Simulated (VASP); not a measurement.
# GaAs (F-43m) in VASP: density of states with PBE

Aim: the density of states of GaAs with PBE.

All numbers are computed with VASP 6.6.1; they aren't measurements. Logs are shortened: lines on timing, memory, paths and dates and some standing lists are left out, and cuts for length are marked.

## 1. The crystal as given

It takes space group F-43m (No. 216, cubic). The conventional cell has a = 5.615 Å, b = 5.615 Å, c = 5.615 Å, α = 90.00°, β = 90.00°, γ = 90.00°. Ga (site symmetry -43m) has 4 As at 2.43 Å as nearest neighbours. As (site symmetry -43m) has 4 Ga at 2.43 Å as nearest neighbours.

## 2. Density of states, PBE

POSCAR reads:

```
GaAs
1.0
    0.0000000000      2.8073320000      2.8073320000
    2.8073320000      0.0000000000      2.8073320000
    2.8073320000      2.8073320000      0.0000000000
Ga As
1 1
Direct
    0.0000000000      0.0000000000      0.0000000000
    0.2500000000      0.2500000000      0.2500000000
```

INCAR.step1 reads:

```
  PREC = Accurate
  ENCUT = 520
  EDIFF = 1E-6
  ISMEAR = -1
  SIGMA = 0.1
  LREAL = F
  LASPH = T
  NELM = 100
  ALGO = Fast
  ISIF = 2
  LWAVE = F
  LCHARG = T
  GGA = PE
  NBANDS = 16
```

KPOINTS.step1 reads:

```
Automatic mesh
0
Gamma
  8 8 8
```

INCAR.step2 reads:

```
  PREC = Accurate
  ENCUT = 520
  EDIFF = 1E-6
  ISMEAR = -5
  SIGMA = 0.1
  LREAL = F
  LASPH = T
  NELM = 100
  ALGO = Fast
  ISIF = 2
  LWAVE = F
  LCHARG = F
  GGA = PE
  LORBIT = 11
  NBANDS = 16
  NEDOS = 2001
  ICHARG = 11
```

KPOINTS.step2 reads:

```
Automatic mesh
0
Gamma
  12 12 12
```

Potentials or basis: VASP PAW PBE potentials, release 64 (Ga_d, As).

On the command line:

```bash
cat potpaw_PBE.64/Ga_d/POTCAR potpaw_PBE.64/As/POTCAR > POTCAR
cp INCAR.step1 INCAR
cp KPOINTS.step1 KPOINTS
mpirun -np 1 vasp_std > vasp.out
cp INCAR.step2 INCAR
cp KPOINTS.step2 KPOINTS
mpirun -np 1 vasp_std > vasp.out
```

OUTCAR:

```text
PREC = Accurate
   ENCUT = 520
   EDIFF = 1E-6
   ISMEAR = -5
   LREAL = F
   LASPH = T
   NELM = 100
   ISIF = 2
   GGA = PE
   LORBIT = 11
   ICHARG = 11

 ion  position               nearest neighbor table
   1  0.000  0.000  0.000-   2 2.43   2 2.43   2 2.43   2 2.43
   2  0.250  0.250  0.250-   1 2.43   1 2.43   1 2.43   1 2.43

  LATTYP: Found a face centered cubic cell.
 ALAT       =     5.6146640000

  Lattice vectors:

 A1 = (   0.0000000000,   2.8073320000,   2.8073320000)
 A2 = (   2.8073320000,   0.0000000000,   2.8073320000)
 A3 = (   2.8073320000,   2.8073320000,   0.0000000000)

Analysis of symmetry for initial positions (statically):
=====================================================================
 Subroutine PRICEL returns:
 Original cell was already a primitive cell.

 Routine SETGRP: Setting up the symmetry group for a
 face centered cubic supercell.

 Subroutine GETGRP returns: Found 24 space group operations
 (whereof 24 operations were pure point group operations)
 out of a pool of 48 trial point group operations.

The static configuration has the point symmetry T_d .

Analysis of symmetry for dynamics (positions and initial velocities):
=====================================================================
 Subroutine PRICEL returns:
 Original cell was already a primitive cell.

 Routine SETGRP: Setting up the symmetry group for a
 face centered cubic supercell.

 Subroutine GETGRP returns: Found 24 space group operations
 (whereof 24 operations were pure point group operations)
 out of a pool of 48 trial point group operations.

The dynamic configuration has the point symmetry T_d .

 Subroutine INISYM returns: Found 24 space group operations
 (whereof 24 operations are pure point group operations),
 and found     1 'primitive' translations

----------------------------------------------------------------------------------------

                                     Primitive cell

  volume of cell :      44.2498

  direct lattice vectors                    reciprocal lattice vectors
     0.000000000  2.807332000  2.807332000    -0.178105048  0.178105048  0.178105048
     2.807332000  0.000000000  2.807332000     0.178105048 -0.178105048  0.178105048
     2.807332000  2.807332000  0.000000000     0.178105048  0.178105048 -0.178105048

[... 85 lines left out ...]
   EDIFF  = 0.1E-05   stopping-criterion for ELM
   LREAL  =      F    real-space projection
   EDIFFG = 0.1E-04   stopping-criterion for IOM
   NSW    =      0    number of steps for IOM
   IBRION =     -1    ionic relax: 0-MD 1-quasi-New 2-CG
   NFREE  =      0    steps in history (QN), initial steepest desc. (CG)
   ISIF   =      2    stress and relaxation
   ISYM   =      2    0-nonsym 1-usesym 2-fastsym
   POTIM  = 0.5000    time-step for ionic-motion
   TEBEG  =    0.0;   TEEND  =   0.0 temperature during run
   PSTRESS=    0.0 pullay stress
   NELECT =      18.0000    total number of electrons
   NUPDOWN=      -1.0000    fix difference up-down
   EMIN   =  10.00;   EMAX   =-10.00  energy-range for DOS
   EFERMI =   0.00;   METHOD = LEGACY
   ISMEAR =    -5;   SIGMA  =   0.10  broadening in eV -4-tet -1-fermi 0-gaus
   EFERMI_NEDOS =   21; number of points for ismear=-14 and -15
   IALGO  =     68    algorithm
   IMIX   =      4    mixing-type and parameters
     AMIX     =   0.40;   BMIX     =  1.00
     AMIX_MAG =   1.60;   BMIX_MAG =  1.00
  volume/ion in A,a.u.               =      22.12       149.31
  Fermi-wavevector in a.u.,A,eV,Ry     =   1.213003  2.292243 20.019291  1.471376
  Thomas-Fermi vector in A             =   2.348469
   LORBIT       =     11    0 simple, 1 ext, 2 COOP (PROOUT), +10 PAW based schemes
   GGA     = PE    functional components
   LHFCALC =     F    Hartree Fock is set to
   AEXX    =    0.0000 exact exchange contribution
   IVDW    =     0    specifies the selected vdW correction
   LEPSILON=     F    determine dielectric tensor
   LRPA    =     F    only Hartree local field effects (RPA)
 non-spin polarized calculation
 RMM-DIIS sequential band-by-band and
 Fermi weights with tetrahedron method with Bloechl corrections
  energy-cutoff  :      520.00
  volume of cell :       44.25
 maximum number of plane-waves:      1243
 NGX is ok and might be reduce to    30

 number of electron      18.0000010 magnetization

 Free energy of the ion-electron system (eV)
  ---------------------------------------------------
  ext. energy  EPLUGINS =         0.00000000
  ---------------------------------------------------
  free energy    TOTEN  =        -8.22501297 eV

  energy without entropy =       -8.22501297  energy(sigma->0) =       -8.22501297

 E-fermi :   4.1319     XC(G=0):  -9.6812

 val. band max:        4.1313253929   @ k =   0.0000   0.0000   0.0000
 cond. band min:       4.8075112073   @ k =   0.0000   0.0000   0.0000
 fundamental gap:      0.6761858143
 Fermi energy:         4.1318924559

 k-point     1 :       0.0000    0.0000    0.0000
  band No.  band energies     occupation
      1     -10.7172      2.00000
      2     -10.7172      2.00000
      3     -10.7172      2.00000
      4     -10.6317      2.00000
      5     -10.6317      2.00000
      6      -8.7473      2.00000
[... 433 lines left out ...]
      3     -10.6886      2.00000
      4     -10.6327      2.00000
      5     -10.6288      2.00000
      6      -6.7221      2.00000
[... 8 lines left out ...]
     15      14.5708      0.00000
     16      15.3388      0.00000

 [... further k-points ...]
[... 5 lines left out ...]
  --------------------------------------------------------------------------------------
  -------------------------------------------------------------------------------------
  Total        1.3638411      1.3638411      1.3638411     -0.0000000      0.0000000      0.0000000
  in kB       49.3813599     49.3813599     49.3813599     -0.0000000      0.0000000      0.0000000
  external PRESSURE =      49.3813599 kB  Pullay stress =       0.0000000 kB

 VOLUME and BASIS-vectors are now :
 -----------------------------------------------------------------------------
  energy-cutoff  :      520.00
  volume of cell :       44.25
      direct lattice vectors                 reciprocal lattice vectors
     0.000000000  2.807332000  2.807332000    -0.178105048  0.178105048  0.178105048
     2.807332000  0.000000000  2.807332000     0.178105048 -0.178105048  0.178105048
     2.807332000  2.807332000  0.000000000     0.178105048  0.178105048 -0.178105048

 POSITION                                       TOTAL-FORCE (eV/Angst)
 -----------------------------------------------------------------------------------
      0.00000      0.00000      0.00000        -0.000000      0.000000      0.000000
      1.40367      1.40367      1.40367         0.000000     -0.000000     -0.000000
 -----------------------------------------------------------------------------------
    total drift:                                0.000001      0.000001      0.000001

  FREE ENERGIE OF THE ION-ELECTRON SYSTEM (eV)
  ---------------------------------------------------
  free  energy   TOTEN  =        -8.2250129687 eV

  energy  without entropy=       -8.2250129687  energy(sigma->0) =       -8.22501297

 total charge

# of ion       s       p       d       tot
------------------------------------------
    1        0.883   0.824   9.998  11.705
    2        1.208   1.614   0.033   2.854
--------------------------------------------------
tot          2.091   2.437  10.031  14.560
```

OUTCAR.step1:

```text
PREC = Accurate
   ENCUT = 520
   EDIFF = 1E-6
   ISMEAR = -1
   LREAL = F
[... 680 lines left out ...]
      0.00000      0.00000      0.00000        -0.000000      0.000000      0.000000
      1.40367      1.40367      1.40367         0.000000     -0.000000     -0.000000
 -----------------------------------------------------------------------------------
    total drift:                                0.000001      0.000001      0.000001

  FREE ENERGIE OF THE ION-ELECTRON SYSTEM (eV)
  ---------------------------------------------------
  free  energy   TOTEN  =        -8.2223296063 eV

  energy  without entropy=       -8.2220045451  energy(sigma->0) =       -8.22216708
```

Wall time 32 s (1 thread of Intel Xeon 6975P-C (Granite Rapids), shared host); peak memory 0.19 GiB.

What came out:

| Quantity | Value |
| --- | --- |
| Valence electrons inside the program's atomic spheres | Ga 11.71; As 2.85 |

States per cell in windows of 0.5 eV (zero at the valence-band top; states under -8 eV left out):
| from (eV) | total | As2_p | Ga1_p | Ga1_s | Ga1_d | As2_s | As2_d |
| --- | --- | --- | --- | --- | --- | --- | --- |
| -8.0 | 0.00 | 0.00 | 0.00 | 0.00 | 0.00 | 0.00 | 0.00 |
| -7.5 | 0.00 | 0.00 | 0.00 | 0.00 | 0.00 | 0.00 | 0.00 |
| -7.0 | 0.65 | 0.10 | 0.01 | 0.26 | 0.00 | 0.02 | 0.00 |
| -6.5 | 0.53 | 0.08 | 0.02 | 0.18 | 0.00 | 0.03 | 0.00 |
| -6.0 | 0.28 | 0.04 | 0.01 | 0.08 | 0.00 | 0.02 | 0.00 |
| -5.5 | 0.16 | 0.03 | 0.01 | 0.05 | 0.00 | 0.02 | 0.00 |
| -5.0 | 0.12 | 0.02 | 0.01 | 0.03 | 0.00 | 0.01 | 0.00 |
| -4.5 | 0.09 | 0.02 | 0.01 | 0.02 | 0.00 | 0.01 | 0.00 |
| -4.0 | 0.57 | 0.14 | 0.09 | 0.02 | 0.01 | 0.01 | 0.00 |
| -3.5 | 0.52 | 0.14 | 0.08 | 0.02 | 0.01 | 0.01 | 0.00 |
| -3.0 | 0.71 | 0.21 | 0.12 | 0.02 | 0.01 | 0.01 | 0.00 |
| -2.5 | 0.79 | 0.24 | 0.14 | 0.02 | 0.02 | 0.01 | 0.00 |
| -2.0 | 0.67 | 0.22 | 0.12 | 0.01 | 0.02 | 0.00 | 0.00 |
| -1.5 | 0.56 | 0.20 | 0.10 | 0.00 | 0.02 | 0.00 | 0.00 |
| -1.0 | 0.28 | 0.11 | 0.04 | 0.00 | 0.01 | 0.00 | 0.00 |
| -0.5 | 0.08 | 0.03 | 0.01 | 0.00 | 0.00 | 0.00 | 0.00 |
| 0.0 | 0.00 | 0.00 | 0.00 | 0.00 | 0.00 | 0.00 | 0.00 |
| 0.5 | 0.00 | 0.00 | 0.00 | 0.00 | 0.00 | 0.00 | 0.00 |
| 1.0 | 0.03 | 0.00 | 0.00 | 0.01 | 0.00 | 0.00 | 0.00 |
| 1.5 | 0.30 | 0.03 | 0.03 | 0.05 | 0.01 | 0.03 | 0.01 |
| 2.0 | 0.69 | 0.08 | 0.07 | 0.11 | 0.02 | 0.05 | 0.02 |
| 2.5 | 0.80 | 0.11 | 0.08 | 0.13 | 0.03 | 0.05 | 0.03 |
| 3.0 | 0.42 | 0.06 | 0.05 | 0.05 | 0.02 | 0.02 | 0.02 |
| 3.5 | 0.43 | 0.05 | 0.08 | 0.04 | 0.01 | 0.02 | 0.02 |
| 4.0 | 0.82 | 0.09 | 0.17 | 0.03 | 0.03 | 0.02 | 0.04 |
| 4.5 | 0.64 | 0.08 | 0.12 | 0.02 | 0.03 | 0.01 | 0.04 |
| 5.0 | 0.58 | 0.08 | 0.12 | 0.02 | 0.03 | 0.01 | 0.04 |
| 5.5 | 0.74 | 0.10 | 0.15 | 0.02 | 0.03 | 0.01 | 0.05 |
| 6.0 | 0.61 | 0.09 | 0.12 | 0.01 | 0.03 | 0.01 | 0.04 |
| 6.5 | 0.35 | 0.05 | 0.08 | 0.01 | 0.02 | 0.01 | 0.02 |
| 7.0 | 0.56 | 0.08 | 0.13 | 0.01 | 0.03 | 0.01 | 0.03 |
| 7.5 | 0.61 | 0.09 | 0.13 | 0.01 | 0.03 | 0.01 | 0.03 |
